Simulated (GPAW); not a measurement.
Crystal: C.

```xyz
8
Lattice="2.5221 0.0000 0.0000 -1.2611 2.1842 0.0000 0.0000 0.0000 8.2371" Properties=species:S:1:pos:R:3 pbc="T T T"
C     1.2611    0.7281    6.9501
C     0.0000    1.4561    1.2870
C     0.0000    1.4561    2.8315
C     1.2610    0.7281    5.4056
C     0.0000    0.0000    7.4649
C     0.0000    0.0000    0.7722
C     0.0000    0.0000    3.3463
C     0.0000    0.0000    4.8908
```

This is a hexagonal form of diamond, not graphite.

Base run:

- Program: GPAW 26.7.0
- Functional: BEEF-vdW
- Potentials or basis: GPAW PAW data sets (gpaw-data 1.2.1)
- Cutoff: 800 eV
- Basis: pw
- k mesh: 7 × 7 × 2
- Occupations: fermi-dirac, width 0.05 eV
- Spin: no spin polarisation

Its results: band gap on the k mesh 4.61 eV, indirect (least direct gap 5.27 eV); largest force 0.331 eV/Å.

Task: The run is repeated on the same cell with these changes: functional from BEEF-vdW to r4SCAN. What comes out?

Result: Band gap on the k mesh 4.71 eV, indirect (least direct gap 5.55 eV); largest force 0.415 eV/Å.

Caveats: the PAW data sets were made with another functional, which shifts forces and pressure a little.

Not every run made on this cell is shown here.
